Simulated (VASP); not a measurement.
# MgO (P-6m2) in VASP: further runs, part 4 of 4

VASP 6.6.1.

**6. G0W0 quasiparticle levels, PBE**

POSCAR

```
MgO
1.0
    2.9380209034      0.0000000000      0.0000000000
   -1.4690104517      2.5444007392      0.0000000000
    0.0000000000      0.0000000000      2.6796800000
Mg O
1 1
Direct
    0.0000000000      0.0000000000      0.0000000000
    0.3333333333      0.6666666667      0.5000000000
```

INCAR.step1

```
SYSTEM = MgO
ALGO     = Normal         ! electronic algorithm
EDIFF    = 1E-8           ! SCF threshold, eV
ENCUT    = 450            ! plane-wave cutoff, eV
GGA      = PE             ! functional
ISMEAR   = 0              ! smearing method
LASPH    = .TRUE.         ! aspherical terms in the spheres
LCHARG   = .FALSE.        ! write CHGCAR
LREAL    = .FALSE.        ! projectors in reciprocal space
LWAVE    = .TRUE.         ! write WAVECAR
NELM     = 60             ! most SCF steps
PREC     = Accurate       ! precision mode
SIGMA    = 0.01           ! smearing width, eV
```

INCAR.step2

```
SYSTEM = MgO
ALGO     = Exact          ! electronic algorithm
EDIFF    = 1E-8           ! SCF threshold, eV
ENCUT    = 450            ! plane-wave cutoff, eV
GGA      = PE             ! functional
ISMEAR   = 0              ! smearing method
ISTART   = 1            
LASPH    = .TRUE.         ! aspherical terms in the spheres
LCHARG   = .FALSE.        ! write CHGCAR
LOPTICS  = .TRUE.         ! frequency-dependent dielectric function
LREAL    = .FALSE.        ! projectors in reciprocal space
LWAVE    = .TRUE.         ! write WAVECAR
NBANDS   = 124            ! bands
NELM     = 1              ! most SCF steps
PREC     = Accurate       ! precision mode
SIGMA    = 0.01           ! smearing width, eV
```

INCAR.step3

```
SYSTEM = MgO
ALGO     = EVGW0          ! electronic algorithm
EDIFF    = 1E-8           ! SCF threshold, eV
ENCUT    = 450            ! plane-wave cutoff, eV
ENCUTGW  = 200            ! cutoff of the response function
GGA      = PE             ! functional
ISMEAR   = 0              ! smearing method
ISTART   = 1            
LASPH    = .TRUE.         ! aspherical terms in the spheres
LCHARG   = .FALSE.        ! write CHGCAR
LREAL    = .FALSE.        ! projectors in reciprocal space
LWAVE    = .FALSE.        ! write WAVECAR
NBANDS   = 124            ! bands
NBANDSGW = 12           
NELMGW   = 1            
NOMEGA   = 48             ! frequency points
PREC     = Accurate       ! precision mode
PRECFOCK = Fast         
SIGMA    = 0.01           ! smearing width, eV
```

KPOINTS

```
k-points
0
G
  3 3 3
  0 0 0
```

Potentials or basis: VASP PAW PBE potentials, release 64 (Mg_GW, O_GW).

Started as:

```sh
$ cat potpaw_PBE.64/Mg_GW/POTCAR potpaw_PBE.64/O_GW/POTCAR > POTCAR
$ cp INCAR.step1 INCAR
$ mpirun -np 1 vasp_std > vasp.out
$ cp INCAR.step2 INCAR
$ mpirun -np 1 vasp_std > vasp.out
$ cp INCAR.step3 INCAR
$ mpirun -np 1 vasp_std > vasp.out
```

OUTCAR:

```text
SYSTEM = MgO
   EDIFF = 1E-8
   ENCUT = 450
   ENCUTGW = 200
   GGA = PE
   ISMEAR = 0
   ISTART = 1
   LASPH = .TRUE.
   LREAL = .FALSE.
   NELMGW = 1
   PREC = Accurate
   PRECFOCK = Fast

 Found      6 irreducible k-points:

 Following reciprocal coordinates:
            Coordinates               Weight
  0.000000  0.000000  0.000000      1.000000
  0.333333  0.000000  0.000000      6.000000
  0.333333  0.333333  0.000000      2.000000
  0.000000  0.000000  0.333333      2.000000
  0.333333  0.000000  0.333333     12.000000
  0.333333  0.333333  0.333333      4.000000
   k-points           NKPTS =      6   k-points in BZ     NKDIM =     27   number of bands    NBANDS=    124
   number of dos      NEDOS =    301   number of ions     NIONS =      2
   total plane-waves  NPLWV =   8000
   dimension x,y,z NGX =    20 NGY =   20 NGZ =   20
   dimension x,y,z NGXF=    40 NGYF=   40 NGZF=   40
   ions per type =               1   1
   NGX,Y,Z   is equivalent  to a cutoff of  11.32, 11.32, 12.41 a.u.
   NGXF,Y,Z  is equivalent  to a cutoff of  22.63, 22.63, 24.82 a.u.
 SYSTEM =  MgO
   PREC   = accura    normal or accurate (medium, high low for compatibility)
   ISTART =      1    job   : 0-new  1-cont  2-samecut
   ICHARG =      0    charge: 1-file 2-atom 10-const
   ISPIN  =      1    spin polarized calculation?
   LNONCOLLINEAR =      F non collinear calculations
   LSORBIT =      F    spin-orbit coupling
   LASPH  =      T    aspherical Exc in radial PAW
   ENCUT  =  450.0 eV  33.07 Ry    5.75 a.u.   5.08  5.08  4.63*2*pi/ulx,y,z
   NELM   =     60;   NELMIN=  2; NELMDL=  0     # of ELM steps
   EDIFF  = 0.1E-07   stopping-criterion for ELM
   LREAL  =      F    real-space projection
   EDIFFG = 0.1E-06   stopping-criterion for IOM
   NSW    =      0    number of steps for IOM
   IBRION =     -1    ionic relax: 0-MD 1-quasi-New 2-CG
   NFREE  =      0    steps in history (QN), initial steepest desc. (CG)
   ISIF   =      0    stress and relaxation
   ISYM   =      3    0-nonsym 1-usesym 2-fastsym
   POTIM  = 0.5000    time-step for ionic-motion
   TEBEG  =    0.0;   TEEND  =   0.0 temperature during run
   PSTRESS=    0.0 pullay stress
   NELECT =       8.0000    total number of electrons
   NUPDOWN=      -1.0000    fix difference up-down
   EMIN   =  10.00;   EMAX   =-10.00  energy-range for DOS
   EFERMI =   0.00;   METHOD = LEGACY
   ISMEAR =     0;   SIGMA  =   0.01  broadening in eV -4-tet -1-fermi 0-gaus
   EFERMI_NEDOS =   21; number of points for ismear=-14 and -15
   IALGO  =     38    algorithm
   IMIX   =      4    mixing-type and parameters
     AMIX     =   0.40;   BMIX     =  1.00
     AMIX_MAG =   1.60;   BMIX_MAG =  1.00
  volume/ion in A,a.u.               =      10.02        67.59
  Fermi-wavevector in a.u.,A,eV,Ry     =   1.205583  2.278221 19.775115  1.453430
  Thomas-Fermi vector in A             =   2.341275
   LORBIT       =      0    0 simple, 1 ext, 2 COOP (PROOUT), +10 PAW based schemes
   GGA     = PE    functional components
   LHFCALC =     T    Hartree Fock is set to
   PRECFOCK=fast      Normal, Fast or Accurate (Low or Medium for compatibility)
   ENCUT4O =  -1.0   cutoff for four orbital integrals eV
   NKREDX  =     1    reduce k-point grid by
   NKREDY  =     1    reduce k-point grid by
   NKREDZ  =     1    reduce k-point grid by
   AEXX    =    1.0000 exact exchange contribution
   HFSCREEN=    0.0000 screening length (either q_TF or 0.3 A-1)
   HFSCREENC=   0.0000 screening length for correlation (either q_TF or 0.3 A-1)
   ENCUTFOCK=  -1.0 apply spherical cutoff to Coloumb kernel
   IVDW    =     0    specifies the selected vdW correction
   LEPSILON=     F    determine dielectric tensor
   LRPA    =     F    only Hartree local field effects (RPA)
   LRPAFORCE           =     F    calculate RPA forces
   ENCUTGW             = 200.0    cutoff for response function in eV
   ENCUTGWSOFT         = 160.0    soft cutoff for Coulomb kernel in GW response function in eV
   ENCUTLF             =  -1.0    cutoff for local field effects
   NELMGW              =     1    number of iterations in solving QP/BSE equation
   NELMHF              =     1    number of iterations in the inner HF iteration
   NKREDLFX            =     1    NKREDLFY  =   1   NKREDLFZ  =   1
 non-spin polarized calculation
 Gauss-broadening in eV      SIGMA  =   0.01
  energy-cutoff  :      450.00
  volume of cell :       20.03
 maximum number of plane-waves:       447
  NGX = 12; NGY = 12; NGZ = 10
   NGX = 11   NGY = 11   NGZ =  9
 maximum number of plane-waves:       133

 QP shifts <psi_nk| G(iteration)W_0 |psi_nk>: iteration 1
 for sc-GW calculations column KS-energies equals QP-energies in previous step
 and V_xc(KS)=  KS-energies - (<T + V_ion + V_H > + <T+V_H+V_ion>^1  + <V_x>^1)

 k-point   1 :       0.0000    0.0000    0.0000
  band No.  KS-energies  QP-energies   sigma(KS)   V_xc(KS)     V^pw_x(r,r')   Z            occupation Imag(sigma)

      1     -14.0514     -16.0684     -21.1087     -18.1184     -29.8309       0.6745       2.0000       1.2576
      2       2.7905       1.5985     -20.7499     -19.1489     -24.8620       0.7446       2.0000       0.1807
      3       2.7905       1.5985     -20.7499     -19.1489     -24.8620       0.7446       2.0000       0.1807
      4       2.9934       1.7698     -20.8994     -19.2552     -25.0520       0.7442       2.0000       0.1788
      5       6.3348       7.1877     -10.1219     -11.1969      -6.4452       0.7935       0.0000      -0.1138
      6      15.1989      16.0616      -7.8370      -8.9289      -3.1427       0.7901       0.0000      -0.1613
      7      18.8451      19.7868      -7.5605      -8.7582      -2.6576       0.7862       0.0000      -0.2571
      8      18.8451      19.7868      -7.5605      -8.7582      -2.6576       0.7862       0.0000      -0.2571
      9      23.1418      23.9233      -7.4839      -8.4528      -2.0767       0.8065       0.0000      -0.6840
     10      24.1055      25.2982      -9.3861     -10.9707      -3.4194       0.7527       0.0000      -0.6821
     11      25.7686      27.0353      -9.5324     -11.2092      -3.4219       0.7553       0.0000      -0.7159
     12      25.7686      27.0353      -9.5324     -11.2092      -3.4219       0.7553       0.0000      -0.7159

 k-point   2 :       0.3333    0.0000    0.0000
  band No.  KS-energies  QP-energies   sigma(KS)   V_xc(KS)     V^pw_x(r,r')   Z            occupation Imag(sigma)

      1     -13.3016     -15.3049     -21.8939     -18.9230     -30.5231       0.6743       2.0000       1.1675
      2      -0.6933      -2.1466     -17.0128     -14.9983     -21.1861       0.7215       2.0000       0.2385
      3       2.2383       0.9715     -20.1874     -18.4795     -24.3327       0.7417       2.0000       0.1848
      4       3.2573       2.0736     -21.2186     -19.6329     -25.3549       0.7464       2.0000       0.1781
      5       9.4490      10.3503     -10.3233     -11.4787      -6.3493       0.7801       0.0000      -0.1278
      6      13.8168      14.9539      -9.9268     -11.4007      -5.3661       0.7715       0.0000      -0.1650
      7      17.0286      18.1388      -9.5946     -11.0204      -4.7354       0.7786       0.0000      -0.2036
      8      20.6299      21.8399      -9.2465     -10.8126      -3.7298       0.7726       0.0000      -0.4560
      9      22.6502      23.7480      -8.1149      -9.5500      -2.8800       0.7649       0.0000      -0.3969
     10      24.2612      25.2353      -7.8169      -9.0559      -2.2680       0.7862       0.0000      -0.6035
     11      28.4014      29.5528      -8.3098      -9.7557      -2.5303       0.7963       0.0000      -0.7663
     12      28.6775      29.9274      -8.2189      -9.7897      -2.3205       0.7957       0.0000      -0.8485
[... 36 lines left out ...]
      1     -12.6841     -14.7069     -22.4413     -19.4958     -30.9950       0.6868       2.0000       1.1285
      2      -0.1420      -1.5713     -17.7734     -15.8134     -21.9801       0.7293       2.0000       0.2222
      3       0.4973      -0.9270     -18.5432     -16.5961     -22.7862       0.7315       2.0000       0.2106
      4       2.6057       1.3871     -20.5822     -18.9460     -24.7013       0.7447       2.0000       0.1807
      5      10.2657      11.1195      -9.7276     -10.8206      -5.6756       0.7811       0.0000      -0.1353
      6      14.0770      15.1258      -9.0419     -10.3842      -4.4558       0.7813       0.0000      -0.1646
      7      17.5568      18.8334     -10.8042     -12.4714      -5.6905       0.7657       0.0000      -0.2765
      8      19.1051      20.2545      -9.8112     -11.3164      -4.6200       0.7636       0.0000      -0.3175
      9      19.4153      20.5057      -8.0471      -9.4416      -2.9784       0.7819       0.0000      -0.3084
     10      24.4773      25.6732      -8.1460      -9.6617      -2.5769       0.7891       0.0000      -0.6323
     11      24.9210      26.0689      -8.8636     -10.3240      -3.3095       0.7861       0.0000      -0.5153
     12      31.3109      32.5881      -7.4978      -9.0698      -1.7014       0.8124       0.0000      -0.9831

 k-point   6 :       0.3333    0.3333    0.3333
  band No.  KS-energies  QP-energies   sigma(KS)   V_xc(KS)     V^pw_x(r,r')   Z            occupation Imag(sigma)

      1     -12.3507     -14.3595     -22.8253     -19.9088     -31.3587       0.6888       2.0000       1.1034
      2       0.5429      -0.8761     -18.3579     -16.4247     -22.5381       0.7340       2.0000       0.2073
      3       0.5548      -0.8785     -18.1954     -16.2473     -22.3246       0.7357       2.0000       0.2054
      4       0.6311      -0.7614     -19.0887     -17.1834     -23.4320       0.7309       2.0000       0.2116
      5      10.3439      11.0399      -8.2757      -9.1622      -4.0414       0.7851       0.0000      -0.1417
      6      14.3392      15.5868      -9.3100     -10.9097      -4.8303       0.7799       0.0000      -0.1588
      7      17.1807      18.4192      -9.7192     -11.3342      -4.7143       0.7669       0.0000      -0.2113
      8      18.4935      19.5367     -10.2181     -11.5690      -5.1345       0.7722       0.0000      -0.3001
      9      18.5988      20.0348     -11.4479     -13.3477      -6.0926       0.7558       0.0000      -0.3474
     10      24.6062      25.7535      -9.3940     -10.8648      -3.6880       0.7801       0.0000      -0.5827
     11      29.4038      30.7426      -8.0969      -9.7826      -2.3428       0.7942       0.0000      -0.7533
     12      30.6721      31.8242      -7.2281      -8.6434      -1.5206       0.8140       0.0000      -0.9386
```

Wall time 12 s (1 thread of Intel Xeon 6975P-C (Granite Rapids), shared host); peak memory 0.17 GiB.

The run converged, but some of its settings lie outside the range that counts as converged, so its numbers aren't taken as properties of the crystal.

Results:

```
Band gap on the k mesh, mean-field level : 2.93 eV, indirect (least direct gap 3.34 eV)
Quasiparticle gap                        : 4.95 eV
Least direct quasiparticle gap           : 5.42 eV
```

Caveat: the k mesh is coarse (spacing up to 0.82 Å⁻¹), so the values aren't converged; bands, screening cutoff and mesh are small and nothing is extrapolated, so the quasiparticle values aren't converged; an odd mesh through Γ misses points on the zone boundary, where band edges often lie.
